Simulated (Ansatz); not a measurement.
## Stress against strain in CuI

```yaml
crystal:
  lattice:
    - [3.73317, -3.71109, 0.00000]
    - [3.73317, 3.71109, 0.00000]
    - [0.00000, 0.00000, 4.30700]
  atoms:
    - { symbol: Cu, position: [0.42044, 0.57956, 0.75000] }
    - { symbol: Cu, position: [0.57956, 0.42044, 0.25000] }
    - { symbol: I, position: [0.77004, 0.22996, 0.75000] }
    - { symbol: I, position: [0.22996, 0.77004, 0.25000] }
```

Atoms are numbered in the order listed.

The cell is the one relaxed in the Materials Project (mp-1007922), not relaxed further here; entries there can be hypothetical.

No spin–orbit coupling, which matters for the heavy atoms here.

The calculation used DFT, LDA, all-electron LAPW, scalar-relativistic in Ansatz 0.2.0.

Settings: a Γ-centred 5×5×6 k mesh, Fermi–Dirac smearing of 0.02 eV, basis error target 0.5 meV/atom, no spin polarisation.

The strain is applied along the Cartesian axes of the cell as listed (the other components stay zero). Fractional coordinates are held (clamped ions).

σ is the change of stress from the unstrained cell, which is at -3.04 GPa; tension is positive, so slopes are stress–strain coefficients at that pressure.

Only quantities that a quadratic follows smoothly over the whole series are listed; rougher ones are left out.

```
    εzz  σzz (GPa)  σxx (GPa)
-0.0300      -3.77      -0.23
-0.0100      -1.14      -0.08
 0.0000       0.00       0.00
 0.0100       1.03       0.08
 0.0200       1.95       0.15
 0.0300       2.78       0.23
```

Task: Fit the series and read off the stiffness at zero strain.

Result: Least-squares fits y = p0 + p1 x + p2 x² to the rows give σzz (GPa): p1 = 109, p2 = -550; σxx (GPa): p1 = 7.67, p2 = -9.7e-14. So C33 = 109 GPa and C13 = 8 GPa, for these axes.

Task: One run, at εzz = -0.0200, is withheld. Predict its row.

Result: The fits give -2.40, -0.15; the run gave -2.39, -0.16.
